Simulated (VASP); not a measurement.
# BaZrO3: polarisation by the Berry phase, part 2 of 2

Wanted: a Born charge of BaZrO3 from Berry phases. The cell has space group Pm-3m. The start is a cell from a database of measured crystal structures.

VASP 6.6.1, plane waves and PAW; the level of theory is named at each step.

So far. Step 2 (Relaxation): The forces stay under 1e-4 eV/Å. Step 3 (Ground state): The cell has a gap of 3.70 eV on this mesh and a pressure of +2.7 GPa, which holds the misfit of the given cell and coordinates with this functional, and any error of cutoff, mesh and data sets. Spin-orbit coupling is left out, which can shift or reorder these edges.

## 4. Berry phase, displacement (A) -0.1

This step: r2SCAN, displaced atoms; plane waves and PAW (Ba_sv, Zr_sv, O) (VASP 6.6.1).

One atom is moved along a line, and LCALCPOL gives the Berry-phase dipole at each place.

Input file INCAR:

```
SYSTEM = BaZrO3
PREC = Accurate
ENCUT = 520
EDIFF = 1E-08
NELM = 100
ISMEAR = 0
SIGMA = 0.01
LREAL = .FALSE.
ALGO = Normal
METAGGA = R2SCAN
LASPH = .TRUE.
NBANDS = 26
LWAVE = .FALSE.
LCHARG = .FALSE.
KPAR = 2
LCALCPOL = .TRUE.
DIPOL = 0.125 0.125 0.125
```

Input file POSCAR:

```
BaZrO3
1.0
    4.1913400000      0.0000000000      0.0000000000
    0.0000000000      4.1913400000      0.0000000000
    0.0000000000      0.0000000000      4.1913400000
Ba Zr O
1 1 3
Direct
    0.0000000000      0.0000000000      0.0000000000
    0.5000000000      0.5000000000      0.5000000000
    0.0000000000      0.5000000000      0.5000000000
    0.5000000000      0.0000000000      0.5000000000
    0.5000000000      0.5000000000     -0.0238587182
```

Input file KPOINTS:

```
Automatic mesh
0
Gamma
6 6 6
0 0 0
```

The projector-augmented-wave data sets are Ba_sv, Zr_sv and O (PBE family, release 64).

The run is started by

```
> mpirun -np 2 vasp_std
```

What it wrote:

```text
[banner, memory and clock lines left out]
running    2 mpi-ranks, on    1 nodes
 distrk:  each k-point on    1 cores,    2 groups
 distr:  one band on    1 cores,    1 groups

 POSCAR found type information on POSCAR BaZrO
 POSCAR found :  3 types and       5 ions
 [... a notice as in an earlier step ...]

 LDA part: xc-table for (None), standard interpolation
 POSCAR, INCAR and KPOINTS ok, starting setup
 FFT: planning ... GRIDC
 FFT: planning ... GRID_SOFT
 FFT: planning ... GRID
 WAVECAR not read
 entering main loop
       N       E                     dE             d eps       ncg     rms          rms(c)
DAV:   1     0.270740716990E+03    0.27074E+03   -0.22791E+04  2080   0.155E+03
DAV:   2    -0.843929817681E+02   -0.35513E+03   -0.34589E+03  2590   0.383E+02
DAV:   3    -0.106465173494E+03   -0.22072E+02   -0.22009E+02  3472   0.893E+01
DAV:   4    -0.107115895912E+03   -0.65072E+00   -0.64980E+00  2914   0.122E+01
DAV:   5    -0.107129031934E+03   -0.13136E-01   -0.13133E-01  3100   0.139E+00    0.305E+01
DAV:   6    -0.846168766308E+02    0.22512E+02   -0.25200E+01  2686   0.381E+01    0.107E+01
DAV:   7    -0.849855933687E+02   -0.36872E+00   -0.20073E+00  2840   0.885E+00    0.562E+00
DAV:   8    -0.850963701570E+02   -0.11078E+00   -0.10018E+00  2318   0.647E+00    0.191E+00
DAV:   9    -0.850267260600E+02    0.69644E-01   -0.32838E-01  2354   0.318E+00    0.354E-01
DAV:  10    -0.850286722570E+02   -0.19462E-02   -0.11272E-02  2830   0.735E-01    0.218E-01
DAV:  11    -0.850293280389E+02   -0.65578E-03   -0.95166E-03  2404   0.561E-01    0.178E-01
DAV:  12    -0.850289663920E+02    0.36165E-03   -0.12612E-03  2372   0.216E-01    0.474E-02
DAV:  13    -0.850289391185E+02    0.27274E-04   -0.16900E-04  2588   0.713E-02    0.758E-03
DAV:  14    -0.850289399781E+02   -0.85969E-06   -0.79935E-06  3004   0.176E-02    0.379E-03
DAV:  15    -0.850289397865E+02    0.19165E-06   -0.36343E-07  2516   0.375E-03    0.321E-03
DAV:  16    -0.850289390732E+02    0.71325E-06   -0.45821E-07  2484   0.409E-03    0.625E-04
DAV:  17    -0.850289391844E+02   -0.11120E-06   -0.30363E-08  2356   0.117E-03    0.250E-04
DAV:  18    -0.850289392063E+02   -0.21902E-07   -0.14108E-09  1264   0.302E-04    0.179E-04
DAV:  19    -0.850289392056E+02    0.78671E-09   -0.12285E-09  1252   0.217E-04
 p_tot=(  0.293E+02  0.293E+02  0.298E+02 )
   1 F= -.85028939E+02 E0= -.85028939E+02  d E =-.129407E-14
```

Run time: 4.8 min. Hardware: 2 MPI ranks of AMD EPYC 7R43, shared host; peak memory 0.43 GiB.

Parts of OUTCAR (step 4):

```text
 Subroutine GETGRP returns: Found  8 space group operations
 (whereof  8 operations were pure point group operations)

The static configuration has the point symmetry C_4v.

 Found     40 irreducible k-points:

   k-points           NKPTS =     40   k-points in BZ     NKDIM =     40   number of bands    NBANDS=     26

   NELECT =      40.0000    total number of electrons

 E-fermi :   3.5496

 k-point     1 :       0.0000    0.0000    0.0000
  band No.  band energies     occupation
    ...
     16       2.4399      2.00000
     17       2.4840      2.00000
     18       3.2027      2.00000
     19       3.2353      2.00000
     20       3.2353      2.00000
     21       7.2136      0.00000
     22       7.2613      0.00000
     23       7.2613      0.00000
     24       8.6404      0.00000
     25       8.6502      0.00000
    ...

 k-point     2 :       0.1667    0.0000    0.0000
  band No.  band energies     occupation
    ...
     16       2.2265      2.00000
     17       2.3450      2.00000
     18       2.5989      2.00000
     19       3.1338      2.00000
     20       3.1455      2.00000
     21       7.3418      0.00000
     22       7.8214      0.00000
     23       7.8262      0.00000
     24       9.0891      0.00000
     25       9.1076      0.00000
    ...

            Ionic dipole moment: p[ion]=(    29.33938    29.33938    28.73938 ) |e| Angst

 Total electronic dipole moment: p[elc]=(     0.00000     0.00000     1.06652 ) |e| Angst

  Total        1.3905051      1.3905051      2.0383899      0.0000000      0.0000000     -0.0000000
  in kB       30.2569046     30.2569046     44.3546507      0.0000000      0.0000000     -0.0000000
  external PRESSURE =      34.9561533 kB  Pullay stress =       0.0000000 kB

 POSITION                                       TOTAL-FORCE (eV/Angst)
 -----------------------------------------------------------------------------------
      0.00000      0.00000      0.00000         0.000000     -0.000000     -0.120469
      2.09567      2.09567      2.09567         0.000000      0.000000     -0.568652
      0.00000      2.09567      2.09567         0.000000      0.000000     -0.349471
      2.09567      0.00000      2.09567        -0.000000     -0.000000     -0.349471
      2.09567      2.09567      4.09134         0.000000     -0.000000      1.388064
 -----------------------------------------------------------------------------------
    total drift:                                0.000000     -0.000000      0.000723

  FREE ENERGIE OF THE ION-ELECTRON SYSTEM (eV)
  ---------------------------------------------------
  free  energy   TOTEN  =       -85.0289392056 eV

  energy  without entropy=      -85.0289392056  energy(sigma->0) =      -85.02893921

[... 4 parts as in an earlier step ...]

[... 7 further parts left out ...]
```

This step gave:

```yaml
free_energy_toten: -85.0289 eV
fermi_energy: 3.550 eV
pressure: 3.496 GPa
dipole_ionic: 29.34, 29.34, 28.74 e·Å
dipole_electronic: 0, 0, 1.067 e·Å
polarization_branch: 638.4, 638.4, 648.6 uC/cm², modulo the quantum
gap_on_the_k_mesh: 3.713 eV
least_direct_gap_on_the_k_mesh: 3.978 eV
```

At -0.1 Å the ionic and electronic dipoles along z are 28.739 and 1.067 e Å.

## 5. Berry phase, displacement (A) -0.05

The next place on the path.

INCAR is that of step 4.

Changes to POSCAR since step 4:

```diff
@@ -12,2 +12,2 @@
     0.5000000000      0.0000000000      0.5000000000
-    0.5000000000      0.5000000000     -0.0238587182
+    0.5000000000      0.5000000000     -0.0119293591
```

KPOINTS is that of step 4.

The run is started by

```
> mpirun -np 2 vasp_std
```

What it wrote:

```text
[... set-up lines as in an earlier step ...]
 entering main loop
       N       E                     dE             d eps       ncg     rms          rms(c)
DAV:   1     0.270493334841E+03    0.27049E+03   -0.22789E+04  2080   0.155E+03
DAV:   2    -0.844668466894E+02   -0.35496E+03   -0.34520E+03  2590   0.383E+02
DAV:   3    -0.106548260956E+03   -0.22081E+02   -0.22020E+02  3510   0.892E+01
DAV:   4    -0.107169683597E+03   -0.62142E+00   -0.62056E+00  2882   0.120E+01
[...]
DAV:  16    -0.850798748373E+02    0.68294E-06   -0.51619E-07  2548   0.415E-03    0.438E-04
DAV:  17    -0.850798749805E+02   -0.14321E-06   -0.23275E-08  2240   0.100E-03    0.239E-04
DAV:  18    -0.850798749771E+02    0.33979E-08   -0.90517E-10  1248   0.224E-04
 p_tot=(  0.293E+02  0.293E+02  0.296E+02 )
   1 F= -.85079875E+02 E0= -.85079875E+02  d E =-.253359E-30
```

It took 4.5 min on 2 MPI ranks; peak memory 0.45 GiB.

From OUTCAR (step 5):

```text
  Total        1.2830711      1.2830711      1.4445571      0.0000000      0.0000000      0.0000000
  in kB       27.9191775     27.9191775     31.4330576      0.0000000      0.0000000      0.0000000
  external PRESSURE =      29.0904709 kB  Pullay stress =       0.0000000 kB

 POSITION                                       TOTAL-FORCE (eV/Angst)
 -----------------------------------------------------------------------------------
      0.00000      0.00000      0.00000         0.000000     -0.000000     -0.060828
      2.09567      2.09567      2.09567        -0.000000      0.000000     -0.251693
      0.00000      2.09567      2.09567         0.000000     -0.000000     -0.176014
      2.09567      0.00000      2.09567        -0.000000     -0.000000     -0.176014
      2.09567      2.09567      4.14134        -0.000000      0.000000      0.664549
 -----------------------------------------------------------------------------------
    total drift:                                0.000000     -0.000000     -0.000201

  FREE ENERGIE OF THE ION-ELECTRON SYSTEM (eV)
  ---------------------------------------------------
  free  energy   TOTEN  =       -85.0798749771 eV

  energy  without entropy=      -85.0798749771  energy(sigma->0) =      -85.07987498

[... 2 parts as in an earlier step ...]

[... 1 further part left out ...]
[key lines of the parts left out:]
E-fermi :   3.5662
```

At -0.05 Å the ionic and electronic dipoles along z are 29.039 and 0.534 e Å.

## 6. Berry phase, displacement (A) 0

This step: r2SCAN; plane waves and PAW (Ba_sv, Zr_sv, O) (VASP 6.6.1).

The next place on the path.

INCAR is that of step 5.

Changes to POSCAR since step 5:

```diff
@@ -12,2 +12,2 @@
     0.5000000000      0.0000000000      0.5000000000
-    0.5000000000      0.5000000000     -0.0119293591
+    0.5000000000      0.5000000000      0.0000000000
```

KPOINTS is that of step 5.

The run is started by

```
> mpirun -np 2 vasp_std
```

What it wrote:

```text
[... set-up lines as in an earlier step ...]
 entering main loop
       N       E                     dE             d eps       ncg     rms          rms(c)
[... 14 cycles as in an earlier step ...]
DAV:  15    -0.850963719751E+02    0.29320E-06   -0.36479E-07  1236   0.367E-03    0.335E-03
DAV:  16    -0.850963712689E+02    0.70619E-06   -0.61456E-07  1270   0.454E-03    0.376E-04
DAV:  17    -0.850963714027E+02   -0.13377E-06   -0.24138E-08  1156   0.102E-03    0.244E-04
DAV:  18    -0.850963714196E+02   -0.16988E-07   -0.93294E-10   616   0.247E-04    0.150E-04
DAV:  19    -0.850963714147E+02    0.48981E-08   -0.11166E-09   616   0.209E-04
 p_tot=(  0.293E+02  0.293E+02  0.293E+02 )
   1 F= -.85096371E+02 E0= -.85096371E+02  d E =-.673796E-25
```

Wall time 2.5 min (2 MPI ranks); peak memory 0.38 GiB; 5 min of CPU time.

From OUTCAR (step 6):

```text
  Total        1.2471516      1.2471516      1.2471516      0.0000000     -0.0000000      0.0000000
  in kB       27.1375817     27.1375817     27.1375817      0.0000000     -0.0000000      0.0000000
  external PRESSURE =      27.1375817 kB  Pullay stress =       0.0000000 kB

  FREE ENERGIE OF THE ION-ELECTRON SYSTEM (eV)
  ---------------------------------------------------
  free  energy   TOTEN  =       -85.0963714147 eV

  energy  without entropy=      -85.0963714147  energy(sigma->0) =      -85.09637141

[... 3 parts as in an earlier step ...]

[... 1 further part left out ...]
[key lines of the parts left out:]
E-fermi :   3.5544
```

At the undisplaced site the ionic and electronic dipoles along z are 29.339 and 0.000 e Å.

## 7. Berry phase, displacement (A) 0.05

This step: r2SCAN, displaced atoms; plane waves and PAW (Ba_sv, Zr_sv, O) (VASP 6.6.1).

The next place on the path.

INCAR is that of step 6.

Changes to POSCAR since step 6:

```diff
@@ -12,2 +12,2 @@
     0.5000000000      0.0000000000      0.5000000000
-    0.5000000000      0.5000000000      0.0000000000
+    0.5000000000      0.5000000000      0.0119293591
```

KPOINTS is that of step 6.

The run is started by

```
> mpirun -np 2 vasp_std
```

What it wrote:

```text
[... set-up lines as in an earlier step ...]
 entering main loop
       N       E                     dE             d eps       ncg     rms          rms(c)
DAV:   1     0.270560446211E+03    0.27056E+03   -0.22788E+04  2080   0.155E+03
DAV:   2    -0.844780920305E+02   -0.35504E+03   -0.34512E+03  2586   0.383E+02
DAV:   3    -0.106549896068E+03   -0.22072E+02   -0.22011E+02  3518   0.892E+01
DAV:   4    -0.107170569074E+03   -0.62067E+00   -0.61980E+00  2880   0.120E+01
[...]
DAV:  16    -0.850798748213E+02    0.67842E-06   -0.51777E-07  2548   0.416E-03    0.420E-04
DAV:  17    -0.850798749602E+02   -0.13886E-06   -0.22595E-08  2260   0.988E-04    0.234E-04
DAV:  18    -0.850798749601E+02    0.62755E-10   -0.86810E-10  1260   0.217E-04
 p_tot=(  0.293E+02  0.293E+02  0.291E+02 )
   1 F= -.85079875E+02 E0= -.85079875E+02  d E =-.316583E-30
```

Elapsed: 4.2 min, on 2 MPI ranks; peak memory 0.43 GiB.

OUTCAR, selected parts (step 7):

```text
  Total        1.2830807      1.2830807      1.4445664      0.0000000      0.0000000      0.0000000
  in kB       27.9193870     27.9193870     31.4332596      0.0000000      0.0000000      0.0000000
  external PRESSURE =      29.0906779 kB  Pullay stress =       0.0000000 kB

 POSITION                                       TOTAL-FORCE (eV/Angst)
 -----------------------------------------------------------------------------------
      0.00000      0.00000      0.00000        -0.000000      0.000000      0.060828
      2.09567      2.09567      2.09567        -0.000000     -0.000000      0.251694
      0.00000      2.09567      2.09567        -0.000000     -0.000000      0.176014
      2.09567      0.00000      2.09567         0.000000      0.000000      0.176014
      2.09567      2.09567      0.05000        -0.000000      0.000000     -0.664550
 -----------------------------------------------------------------------------------
    total drift:                                0.000000     -0.000000      0.000202

  FREE ENERGIE OF THE ION-ELECTRON SYSTEM (eV)
  ---------------------------------------------------
  free  energy   TOTEN  =       -85.0798749601 eV

  energy  without entropy=      -85.0798749601  energy(sigma->0) =      -85.07987496

[... 2 parts as in an earlier step ...]

[... 1 further part left out ...]
[key lines of the parts left out:]
E-fermi :   3.5660
```

At +0.05 Å the ionic and electronic dipoles along z are 29.639 and -0.534 e Å.

## 8. Berry phase, displacement (A) 0.1

The next place on the path.

INCAR is that of step 7.

Changes to POSCAR since step 7:

```diff
@@ -12,2 +12,2 @@
     0.5000000000      0.0000000000      0.5000000000
-    0.5000000000      0.5000000000      0.0119293591
+    0.5000000000      0.5000000000      0.0238587182
```

KPOINTS is that of step 7.

The run is started by

```
> mpirun -np 2 vasp_std
```

What it wrote:

```text
[... set-up lines as in an earlier step ...]
 entering main loop
       N       E                     dE             d eps       ncg     rms          rms(c)
DAV:   1     0.270867076209E+03    0.27087E+03   -0.22789E+04  2080   0.155E+03
DAV:   2    -0.842808837463E+02   -0.35515E+03   -0.34516E+03  2578   0.383E+02
DAV:   3    -0.106507226962E+03   -0.22226E+02   -0.22169E+02  3494   0.894E+01
DAV:   4    -0.107116177437E+03   -0.60895E+00   -0.60801E+00  2906   0.120E+01
[...]
DAV:  16    -0.850289390602E+02    0.64636E-06   -0.46375E-07  2598   0.398E-03    0.444E-04
DAV:  17    -0.850289391819E+02   -0.12173E-06   -0.21174E-08  2142   0.962E-04    0.228E-04
DAV:  18    -0.850289391853E+02   -0.33483E-08   -0.99145E-10  1264   0.234E-04
 p_tot=(  0.293E+02  0.293E+02  0.289E+02 )
   1 F= -.85028939E+02 E0= -.85028939E+02  d E =-.141722E-14
```

Elapsed: 4.6 min, on 2 MPI ranks; peak memory 0.43 GiB; 9.1 min of CPU time.

Parts of OUTCAR (step 8):

```text
  Total        1.3907270      1.3907270      2.0385941      0.0000000      0.0000000      0.0000000
  in kB       30.2617338     30.2617338     44.3590939      0.0000000      0.0000000      0.0000000
  external PRESSURE =      34.9608538 kB  Pullay stress =       0.0000000 kB

 POSITION                                       TOTAL-FORCE (eV/Angst)
 -----------------------------------------------------------------------------------
      0.00000      0.00000      0.00000        -0.000000     -0.000000      0.120470
      2.09567      2.09567      2.09567         0.000000      0.000000      0.568653
      0.00000      2.09567      2.09567         0.000000     -0.000000      0.349470
      2.09567      0.00000      2.09567         0.000000     -0.000000      0.349470
      2.09567      2.09567      0.10000         0.000000     -0.000000     -1.388062
 -----------------------------------------------------------------------------------
    total drift:                                0.000000     -0.000000     -0.000713

  FREE ENERGIE OF THE ION-ELECTRON SYSTEM (eV)
  ---------------------------------------------------
  free  energy   TOTEN  =       -85.0289391853 eV

  energy  without entropy=      -85.0289391853  energy(sigma->0) =      -85.02893919

[... 2 parts as in an earlier step ...]

[... 1 further part left out ...]
[key lines of the parts left out:]
E-fermi :   3.5495
```

At +0.1 Å the ionic and electronic dipoles along z are 29.939 and -1.067 e Å.

## 9. Summary

This step: Born charge from Berry-phase polarisation, r2SCAN; plane waves and PAW (VASP 6.6.1).

Derived from the runs above.

Numbers from this step:

| Property | Result |
| --- | --- |
| Born charge column from the Berry phase | 0, 0, -4.668 e |
| force constant | 13.76 eV/Å² |

The change of polarisation, branches joined, z by displacement:

| displacement (Å) | change of polarisation, branches joined, z (uC/cm²) |
| --- | --- |
| -0.1000 | 10.2 |
| -0.0500 | 5.09 |
| 0.0000 | 0 |
| 0.0500 | -5.09 |
| 0.1000 | -10.2 |

The energy above the lowest point by displacement:

```csv
displacement (Å),energy above the lowest point (meV)
-0.1000,67.4
-0.0500,16.5
0.0000,0
0.0500,16.5
0.1000,67.4
```

## 10. What came out

```json
{"Born charge column from the Berry phase": "0.00, 0.00, -4.67 e", "force constant": "13.8 eV/Å²"}
```

The Berry phase gives O5 a Born charge of -4.67 e along z. The dipole is defined up to a lattice vector times e, so only its changes along the path are used. Charge and force constant come from straight lines through all places from -0.1 to +0.1 Å, so they hold the curvature of the path, and the values at the undisplaced site can differ by some per cent. The force constant is minus the slope of the force on the moved atom, whose periodic images move with it while all else is held. The mesh of the Berry phase wasn't tested for convergence. Not tabulated here, as repeats of values shown or as unfit to read for their mesh, reference level or band range: gaps (relaxation).

[Lines on the potential files, build, host, timing and source positions are cut from VASP's logs without a mark.]

[Logs are printed without paths, hosts, clocks, repeated set-up lines and the standing remarks that a program may print on its own settings, such as how far it seeks lower states.]

[Hosts, paths, dates, database ids (printed as entryN), source tags and the programs' standing remarks are cut or masked in the printed files.]
